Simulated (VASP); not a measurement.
# SiO2 (Stishovite) (P4_2/mnm) in VASP: a series of runs, part 2 of 2

VASP 6.6.1. The steps go on from the part before.

### Step 4. Relaxation of shape and atoms at fixed volume, LDA (a relaxed cell with its volume scaled by 0.98)

Input file INCAR:

```
SYSTEM = SiO2
PREC = Accurate
ENCUT = 600
EDIFF = 1E-7
ISMEAR = 0
SIGMA = 0.03
LREAL = .False.
LASPH = .True.
NELM = 80
ALGO = Normal
ISIF = 4
LWAVE = .False.
LCHARG = .False.
IBRION = 2
NSW = 40
EDIFFG = -0.01
KPAR = 2
```

Input file KPOINTS:

```
Automatic mesh
0
Gamma
  8 8 10
  0 0 0
```

Input file POSCAR:

```
SiO2                                    
1.0
    4.1264875752     -0.0000000000      0.0000000000
    0.0000000000      4.1264875752      0.0000000000
    0.0000000000      0.0000000000      2.6480752452
  Si              O             
     2     4
Direct
     0.0000000000000000    0.0000000000000000    0.0000000000000000
     0.5000000000000000    0.5000000000000000    0.5000000000000000
     0.3053962239363520    0.3053962239363520    0.0000000000000000
     0.1946037760636481    0.8053962239363520    0.5000000000000000
     0.6946037760636480    0.6946037760636480    0.0000000000000000
     0.8053962239363520    0.1946037760636481    0.5000000000000000
```

Potentials or basis: VASP PAW LDA potentials, release 64 (Si, O).

Launch:

```
cat potpaw_LDA.64/Si/POTCAR potpaw_LDA.64/O/POTCAR > POTCAR
mpirun -np 2 vasp_std > vasp.out
```

OUTCAR:

```text
SYSTEM = SiO2
   PREC = Accurate
   ENCUT = 600
   EDIFF = 1E-7
   ISMEAR = 0
   LREAL = .False.
   LASPH = .True.
   NELM = 80
   ISIF = 4
   IBRION = 2
   NSW = 40
   EDIFFG = -0.01

 ion  position               nearest neighbor table
   1  0.000  0.000  0.000-   4 1.74   6 1.74   4 1.74   6 1.74   5 1.78   3 1.78
   2  0.500  0.500  0.500-   3 1.74   5 1.74   3 1.74   5 1.74   4 1.78   6 1.78
   3  0.305  0.305  0.000-   2 1.74   2 1.74   1 1.78
   4  0.195  0.805  0.500-   1 1.74   1 1.74   2 1.78
   5  0.695  0.695  0.000-   2 1.74   2 1.74   1 1.78
   6  0.805  0.195  0.500-   1 1.74   1 1.74   2 1.78

  LATTYP: Found a simple tetragonal cell.
 ALAT       =     4.1264875752
 C/A-ratio  =     0.6417262131

  Lattice vectors:

 A1 = (   4.1264875752,   0.0000000000,   0.0000000000)
 A2 = (   0.0000000000,   4.1264875752,   0.0000000000)
 A3 = (   0.0000000000,   0.0000000000,   2.6480752452)

Analysis of symmetry for initial positions (statically):
=====================================================================
 Subroutine PRICEL returns:
 Original cell was already a primitive cell.

 Routine SETGRP: Setting up the symmetry group for a
 simple tetragonal supercell.

 Subroutine GETGRP returns: Found 16 space group operations
 (whereof  8 operations were pure point group operations)
 out of a pool of 16 trial point group operations.

The static configuration has the point symmetry D_2h.
 The point group associated with its full space group is D_4h.

Analysis of symmetry for dynamics (positions and initial velocities):
=====================================================================
 Subroutine PRICEL returns:
 Original cell was already a primitive cell.

 Routine SETGRP: Setting up the symmetry group for a
 simple tetragonal supercell.

 Subroutine GETGRP returns: Found 16 space group operations
 (whereof  8 operations were pure point group operations)
 out of a pool of 16 trial point group operations.

The dynamic configuration has the point symmetry D_2h.
 The point group associated with its full space group is D_4h.

 Subroutine INISYM returns: Found 16 space group operations
 (whereof  8 operations are pure point group operations),
 and found     1 'primitive' translations

----------------------------------------------------------------------------------------

                                     Primitive cell

  volume of cell :      45.0912

  direct lattice vectors                    reciprocal lattice vectors
     4.126487575  0.000000000  0.000000000     0.242336850  0.000000000  0.000000000
     0.000000000  4.126487575  0.000000000     0.000000000  0.242336850  0.000000000
     0.000000000  0.000000000  2.648075245     0.000000000  0.000000000  0.377632774

  length of vectors
     4.126487575  4.126487575  2.648075245     0.242336850  0.242336850  0.377632774

  position of ions in fractional coordinates (direct lattice)
     0.000000000  0.000000000  0.000000000
     0.500000000  0.500000000  0.500000000
     0.305396224  0.305396224  0.000000000
     0.194603776  0.805396224  0.500000000
     0.694603776  0.694603776  0.000000000
     0.805396224  0.194603776  0.500000000

[... 60 lines left out ...]
  0.500000  0.125000  0.100000      8.000000
 [... further k-points ...]
   k-points           NKPTS =     90   k-points in BZ     NKDIM =     90   number of bands    NBANDS=     20
   number of dos      NEDOS =    301   number of ions     NIONS =      6
   total plane-waves  NPLWV =  31104
   dimension x,y,z NGX =    36 NGY =   36 NGZ =   24
   dimension x,y,z NGXF=    72 NGYF=   72 NGZF=   48
   ions per type =               2   4
   NGX,Y,Z   is equivalent  to a cutoff of  14.50, 14.50, 15.07 a.u.
   NGXF,Y,Z  is equivalent  to a cutoff of  29.01, 29.01, 30.13 a.u.
 SYSTEM =  SiO2
   PREC   = accura    normal or accurate (medium, high low for compatibility)
   ISTART =      0    job   : 0-new  1-cont  2-samecut
   ICHARG =      2    charge: 1-file 2-atom 10-const
   ISPIN  =      1    spin polarized calculation?
   LNONCOLLINEAR =      F non collinear calculations
   LSORBIT =      F    spin-orbit coupling
   LASPH  =      T    aspherical Exc in radial PAW
   ENCUT  =  600.0 eV  44.10 Ry    6.64 a.u.   8.24  8.24  5.29*2*pi/ulx,y,z
   NELM   =     80;   NELMIN=  2; NELMDL= -5     # of ELM steps
   EDIFF  = 0.1E-06   stopping-criterion for ELM
   LREAL  =      F    real-space projection
   EDIFFG = -.1E-01   stopping-criterion for IOM
   NSW    =     40    number of steps for IOM
   IBRION =      2    ionic relax: 0-MD 1-quasi-New 2-CG
   NFREE  =      1    steps in history (QN), initial steepest desc. (CG)
   ISIF   =      4    stress and relaxation
   ISYM   =      2    0-nonsym 1-usesym 2-fastsym
   POTIM  = 0.5000    time-step for ionic-motion
   TEBEG  =    0.0;   TEEND  =   0.0 temperature during run
   PSTRESS=    0.0 pullay stress
   NELECT =      32.0000    total number of electrons
   NUPDOWN=      -1.0000    fix difference up-down
   EMIN   =  10.00;   EMAX   =-10.00  energy-range for DOS
   EFERMI =   0.00;   METHOD = LEGACY
   ISMEAR =     0;   SIGMA  =   0.03  broadening in eV -4-tet -1-fermi 0-gaus
   EFERMI_NEDOS =   21; number of points for ismear=-14 and -15
   IALGO  =     38    algorithm
   IMIX   =      4    mixing-type and parameters
     AMIX     =   0.40;   BMIX     =  1.00
     AMIX_MAG =   1.60;   BMIX_MAG =  1.00
  volume/ion in A,a.u.               =       7.52        50.72
  Fermi-wavevector in a.u.,A,eV,Ry     =   1.460252  2.759475 29.012175  2.132335
  Thomas-Fermi vector in A             =   2.576723
   LORBIT       =      0    0 simple, 1 ext, 2 COOP (PROOUT), +10 PAW based schemes
   GGA     = CA    functional components
   LHFCALC =     F    Hartree Fock is set to
   AEXX    =    0.0000 exact exchange contribution
   IVDW    =     0    specifies the selected vdW correction
   LEPSILON=     F    determine dielectric tensor
   LRPA    =     F    only Hartree local field effects (RPA)
 conjugate gradient relaxation of ions
 non-spin polarized calculation
 Gauss-broadening in eV      SIGMA  =   0.03
  energy-cutoff  :      600.00
  volume of cell :       45.09
 maximum number of plane-waves:      1535
 NGX is ok and might be reduce to    36
   NGX = 17   NGY = 17   NGZ = 11

--------------------------------------- Ionic step        1  -------------------------------------------

 number of electron      31.9999998 magnetization

 Free energy of the ion-electron system (eV)
  ---------------------------------------------------
  ext. energy  EPLUGINS =         0.00000000
  ---------------------------------------------------
  free energy    TOTEN  =       -51.96265954 eV

  energy without entropy =      -51.96265954  energy(sigma->0) =      -51.96265954

------------------------ aborting loop because EDIFF is reached ----------------------------------------

  FORCE on cell =-STRESS in cart. coord.  units (eV):
  Direction    XX          YY          ZZ          XY          YZ          ZX
  --------------------------------------------------------------------------------------
  -------------------------------------------------------------------------------------
  Total        1.8690040      1.8690040      2.2617983      0.0000000      0.0000000      0.0000000
  in kB       66.4093773     66.4093773     80.3661289      0.0000000      0.0000000      0.0000000
  external PRESSURE =      71.0616278 kB  Pullay stress =       0.0000000 kB
[... 107 lines left out ...]
--------------------------------------- Ionic step        4  -------------------------------------------

 number of electron      31.9999996 magnetization

 Free energy of the ion-electron system (eV)
  ---------------------------------------------------
  ext. energy  EPLUGINS =         0.00000000
  ---------------------------------------------------
  free energy    TOTEN  =       -51.96419628 eV

  energy without entropy =      -51.96419628  energy(sigma->0) =      -51.96419628

 E-fermi :   8.8078     XC(G=0): -12.9025

 val. band max:        8.5802367122   @ k =   0.0000   0.0000   0.0000
 cond. band min:      14.6927914992   @ k =   0.0000   0.0000   0.0000
 fundamental gap:      6.1125547870
 Fermi energy:         8.8077775304

 k-point     1 :       0.0000    0.0000    0.0000
  band No.  band energies     occupation
      1     -14.1796      2.00000
      2     -10.2665      2.00000
      3     -10.2665      2.00000
      4      -9.9263      2.00000
      5      -2.6229      2.00000
      6       1.8705      2.00000
[... 541 lines left out ...]
     19      18.2631      0.00000
     20      18.2631      0.00000

 [... further k-points ...]

------------------------ aborting loop because EDIFF is reached ----------------------------------------

  FORCE on cell =-STRESS in cart. coord.  units (eV):
  Direction    XX          YY          ZZ          XY          YZ          ZX
  --------------------------------------------------------------------------------------
  -------------------------------------------------------------------------------------
  Total        1.8655130      1.8655130      1.8181925     -0.0000000      0.0000000      0.0000000
  in kB       66.2853355     66.2853355     64.6039452     -0.0000000      0.0000000      0.0000000
  external PRESSURE =      65.7248721 kB  Pullay stress =       0.0000000 kB
[... 21 lines left out ...]
  FREE ENERGIE OF THE ION-ELECTRON SYSTEM (eV)
  ---------------------------------------------------
  free  energy   TOTEN  =       -51.9641962771 eV

  energy  without entropy=      -51.9641962771  energy(sigma->0) =      -51.96419628

 reached required accuracy - stopping structural energy minimisation
```

It took 50 s on 2 MPI ranks of Intel Xeon 6975P-C (Granite Rapids), shared host; peak memory 0.19 GiB.

Results:

```yaml
Free_energy: -51.9642 eV
Energy_gained_by_relaxing: 0.3 meV/atom
Ionic_steps: 4
Pressure_after_relaxing: 6.6 GPa
Largest_force_after_relaxing: 0.004 eV/Å
Band_gap_on_the_k_mesh: 6.11 eV, direct
```

Forces on the atoms (eV/Å):
```
Si   0.000  0.000  0.000
Si   0.000  0.000  0.000
O   -0.003 -0.003  0.000
O    0.003 -0.003  0.000
O    0.003  0.003  0.000
O   -0.003  0.003  0.000
```

Stress tensor (GPa, compression positive):
```
6.63 0.00 0.00
0.00 6.63 0.00
0.00 0.00 6.46
```

Step by step:
```
step  energy change (eV)  largest force (eV/Å)  pressure (GPa)
   1              0.0000                0.1325            7.11
   2             -0.0012                0.0812            6.40
   3             -0.0015                0.0155            6.61
   4             -0.0015                0.0039            6.57
```

Final structure:
```cif
data_structure
_symmetry_space_group_name_H-M 'P 1'
_symmetry_Int_Tables_number 1
_cell_length_a 4.1213
_cell_length_b 4.1213
_cell_length_c 2.6548
_cell_angle_alpha 90.000
_cell_angle_beta 90.000
_cell_angle_gamma 90.000
_cell_volume 45.09
loop_
_atom_site_label
_atom_site_type_symbol
_atom_site_fract_x
_atom_site_fract_y
_atom_site_fract_z
_atom_site_occupancy
Si1 Si 0.00000 0.00000 0.00000 1
Si2 Si 0.50000 0.50000 0.50000 1
O1 O 0.30470 0.30470 0.00000 1
O2 O 0.19530 0.80470 0.50000 1
O3 O 0.69530 0.69530 0.00000 1
O4 O 0.80470 0.19530 0.50000 1
```

Levels at points of the mesh, in eV from the valence-band top:
```csv
k point,band 13,band 14,band 15,band 16,band 17,band 18,band 19,band 20
"(0.00, 0.00, 0.00)",-2.57,-0.92,-0.92,0.00,6.11,6.44,8.42,8.42
"(0.50, 0.00, 0.00)",-2.81,-2.81,-1.10,-1.10,7.93,7.93,9.00,9.00
"(0.50, 0.50, 0.00)",-2.87,-2.87,-2.41,-2.41,7.59,7.59,10.07,10.07
"(0.00, 0.00, 0.50)",-3.38,-3.38,-2.83,-2.83,9.31,9.31,12.66,12.66
"(0.50, 0.00, 0.50)",-2.39,-2.39,-1.88,-1.88,8.88,8.88,10.13,10.13
"(0.50, 0.50, 0.50)",-1.80,-1.80,-1.66,-1.66,7.36,7.36,11.06,11.06
```

### Step 5. Relaxation of shape and atoms at fixed volume, LDA

INCAR is that of step 4.

KPOINTS is that of step 4.

POSCAR: that of step 4 with these lines changed.

```diff
@@ -2,5 +2,5 @@
 1.0
-    4.1264875752     -0.0000000000      0.0000000000
-    0.0000000000      4.1264875752      0.0000000000
-    0.0000000000      0.0000000000      2.6480752452
+    4.1543700938     -0.0000000000      0.0000000000
+    0.0000000000      4.1543700938      0.0000000000
+    0.0000000000      0.0000000000      2.6659681883
   Si              O
```

Launch:

```
cat potpaw_LDA.64/Si/POTCAR potpaw_LDA.64/O/POTCAR > POTCAR
mpirun -np 2 vasp_std > vasp.out
```

Run time: 19 s. Hardware: 2 MPI ranks of Intel Xeon 6975P-C (Granite Rapids), shared host; peak memory 0.19 GiB.

The run converged. Its results:

| Quantity | Value |
| --- | --- |
| Free energy | -51.9870 eV |
| Pressure after relaxing | 0.0 GPa |
| Band gap on the k mesh | 5.78 eV, direct |

Final structure:
```
Si O
1.0
     4.15437    0.00000    0.00000
     0.00000    4.15437    0.00000
     0.00000    0.00000    2.66597
Si O
2 4
Cartesian
  0.0000 0.0000 0.0000
  2.0772 2.0772 1.3330
  1.2687 1.2687 0.0000
  0.8085 3.3459 1.3330
  2.8856 2.8856 0.0000
  3.3459 0.8085 1.3330
```

Levels at points of the mesh, in eV from the valence-band top:
```csv
k point,band 14,band 15,band 16,band 17,band 18,band 19
"(0.00, 0.00, 0.00)",-0.91,-0.91,0.00,5.78,6.41,8.32
"(0.50, 0.00, 0.00)",-2.77,-1.09,-1.09,7.71,7.71,8.89
"(0.50, 0.50, 0.00)",-2.78,-2.35,-2.35,7.37,7.37,9.91
"(0.00, 0.00, 0.50)",-3.25,-2.76,-2.76,9.05,9.05,12.48
"(0.50, 0.00, 0.50)",-2.35,-1.83,-1.83,8.69,8.69,9.87
"(0.50, 0.50, 0.50)",-1.79,-1.60,-1.60,7.15,7.15,10.87
```

Caveat: the relaxation stopped at its first step, so nothing moved. A k mesh can miss the band edges.

### Step 6. Relaxation of shape and atoms at fixed volume, LDA (a relaxed cell with its volume scaled by 1.02)

INCAR is that of step 5.

KPOINTS is that of step 5.

POSCAR: that of step 5 with these lines changed.

```diff
@@ -2,5 +2,5 @@
 1.0
-    4.1543700938     -0.0000000000      0.0000000000
-    0.0000000000      4.1543700938      0.0000000000
-    0.0000000000      0.0000000000      2.6659681883
+    4.1818832804     -0.0000000000      0.0000000000
+    0.0000000000      4.1818832804      0.0000000000
+    0.0000000000      0.0000000000      2.6836241213
   Si              O
```

Potentials or basis: VASP PAW LDA potentials, release 64 (Si, O).

Launch:

```
cat potpaw_LDA.64/Si/POTCAR potpaw_LDA.64/O/POTCAR > POTCAR
mpirun -np 2 vasp_std > vasp.out
```

Run time: 50 s. Hardware: 2 MPI ranks of Intel Xeon 6975P-C (Granite Rapids), shared host; peak memory 0.19 GiB.

Results (log left out):

| Quantity | Value |
| --- | --- |
| Free energy | -51.9739 eV |
| Energy gained by relaxing | 0.3 meV/atom |
| Ionic steps | 4 |
| Pressure after relaxing | -5.8 GPa |
| Largest force after relaxing | 0.005 eV/Å |
| Band gap on the k mesh | 5.47 eV, direct |

Forces on the atoms (eV/Å):
```
Si   0.000  0.000  0.000
Si   0.000  0.000  0.000
O    0.003  0.003  0.000
O   -0.003  0.003  0.000
O   -0.003 -0.003  0.000
O    0.003 -0.003  0.000
```

Stress tensor (GPa, compression positive):
```
-5.91  0.00  0.00
 0.00 -5.91  0.00
 0.00  0.00 -5.72
```

The path:
```
step  energy change (eV)  largest force (eV/Å)  pressure (GPa)
   1              0.0000                0.1233           -6.44
   2             -0.0014                0.0481           -5.78
   3             -0.0015                0.0175           -5.90
   4             -0.0016                0.0048           -5.84
```

Final structure:
```
CELL_PARAMETERS angstrom
4.18790 0.00000 0.00000
0.00000 4.18790 0.00000
0.00000 0.00000 2.67592
ATOMIC_POSITIONS crystal
Si 0.00000 0.00000 0.00000
Si 0.50000 0.50000 0.50000
O 0.30617 0.30617 0.00000
O 0.19383 0.80617 0.50000
O 0.69383 0.69383 0.00000
O 0.80617 0.19383 0.50000
```

Levels at points of the mesh, in eV from the valence-band top:
```
           k point  band 14  band 15  band 16  band 17  band 18  band 19
(0.00, 0.00, 0.00)    -0.89    -0.89     0.00     5.47     6.38     8.24
(0.50, 0.00, 0.00)    -2.72    -1.08    -1.08     7.50     7.50     8.79
(0.50, 0.50, 0.00)    -2.69    -2.29    -2.29     7.16     7.16     9.77
(0.00, 0.00, 0.50)    -3.12    -2.70    -2.70     8.79     8.79    12.31
(0.50, 0.00, 0.50)    -2.30    -1.77    -1.77     8.51     8.51     9.61
(0.50, 0.50, 0.50)    -1.79    -1.55    -1.55     6.95     6.95    10.68
```

A k mesh can miss the band edges.

### Step 7. Overview

| cell | gap on the mesh (eV) | pressure (GPa) |
| --- | --- | --- |
| atoms relaxed at fixed volume from: a relaxed cell with its volume scaled by 0.94 | 6.51 | 22.3 |
| atoms relaxed at fixed volume from: a relaxed cell with its volume scaled by 0.96 | 6.47 | 14.0 |
| atoms relaxed at fixed volume from: a relaxed cell with its volume scaled by 0.98 | 6.11 | 6.6 |
| atoms relaxed at fixed volume | 5.78 | 0.0 |
| atoms relaxed at fixed volume from: a relaxed cell with its volume scaled by 1.02 | 5.47 | -5.8 |

Alike in all rows: task relaxation of shape and atoms at fixed volume; level LDA; potentials or basis VASP PAW LDA potentials, release 64 (Si, O); no spin polarisation; k mesh 8 × 8 × 10; cutoff (eV) 600; smearing gaussian 0.03 eV.

Caveats: the relaxation stopped at its first step, so nothing moved (some runs).

Absolute energies hang on the potentials; compare differences alone.
